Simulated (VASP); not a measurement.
Al: relaxation of the atoms with LDA

Al, a slab with vacuum:

```xyz
6
Lattice="2.8175 0.0000 0.0000 -1.4087 2.4400 0.0000 0.0000 0.0000 26.5022" Properties=species:S:1:pos:R:3 pbc="T T T"
Al    1.4087    0.8133    7.5000
Al    0.0000    1.6267    9.8004
Al    0.0000    0.0000   12.1009
Al    1.4087    0.8133   14.4013
Al    0.0000    1.6267   16.7018
Al    0.0000    0.0000   19.0022
```

The slab is cut from a database's or a generator's crystal, which needn't be the stable form of the element.

| Quantity | Value |
| --- | --- |
| Program | VASP 6.6.1 |
| Task | relaxation of the atoms |
| Functional | LDA |
| Potentials or basis | VASP PAW LDA potentials, release 64 (Al) |
| Cutoff | 520 eV |
| k mesh | 15 × 15 × 1 |
| Occupations | methfessel-paxton, width 0.1 eV |
| Spin | no spin polarisation |
| Dipole correction | yes |
| Further INCAR settings | ALGO = Normal; EDIFF = 1e-06; IBRION = 2; EDIFFG = -0.02; NSW = 80 |

| Property | Result |
| --- | --- |
| Energy gained by relaxing | 0.2 meV/atom |
| Ionic steps | 7 |
| Largest force after relaxing | 0.008 eV/Å |
| Band gap on the k mesh | none (metal or under the smearing width) |

Forces in eV/Å, atoms in the order of the input:
```
Al   0.000  0.000 -0.003
Al   0.000  0.000 -0.003
Al   0.000  0.000 -0.008
Al   0.000  0.000  0.008
Al   0.000  0.000  0.003
Al   0.000  0.000  0.003
```

The path:
| step | energy change (eV) | largest force (eV/Å) | pressure (GPa) |
| --- | --- | --- | --- |
| 1 | 0.0000 | 0.0447 | -0.58 |
| 2 | -0.0002 | 0.0372 | -0.59 |
| 3 | -0.0005 | 0.0233 | -0.63 |
| 4 | -0.0005 | 0.0313 | -0.64 |
| 5 | -0.0007 | 0.0236 | -0.66 |
| 6 | -0.0009 | 0.0285 | -0.70 |
| 7 | -0.0011 | 0.0079 | -0.71 |

Final structure:
```xyz
6
Lattice="2.8175 0.0000 0.0000 -1.4087 2.4400 0.0000 0.0000 0.0000 26.5022" Properties=species:S:1:pos:R:3 pbc="T T T"
Al    1.4087    0.8133    7.4762
Al    0.0000    1.6267    9.7909
Al   -1.4087    2.4400   12.0988
Al    1.4087    0.8133   14.4034
Al    0.0000    1.6267   16.7113
Al    0.0000    0.0000   19.0260
```

Levels at points of the mesh, in eV from the Fermi level:
```tsv
k point	band 5	band 6	band 7	band 8	band 9	band 10	band 11	band 12
(0.00, 0.00, 0.00)	-7.30	-5.58	-3.84	-1.73	0.37	2.28	3.50	4.48
```

Run time: 110 s on 2 MPI ranks on Intel(R) Xeon(R) Platinum 8259CL CPU @ 2.50GHz (Skylake/Cascade Lake), with other jobs on the host, peak memory 0.27 GiB a rank.
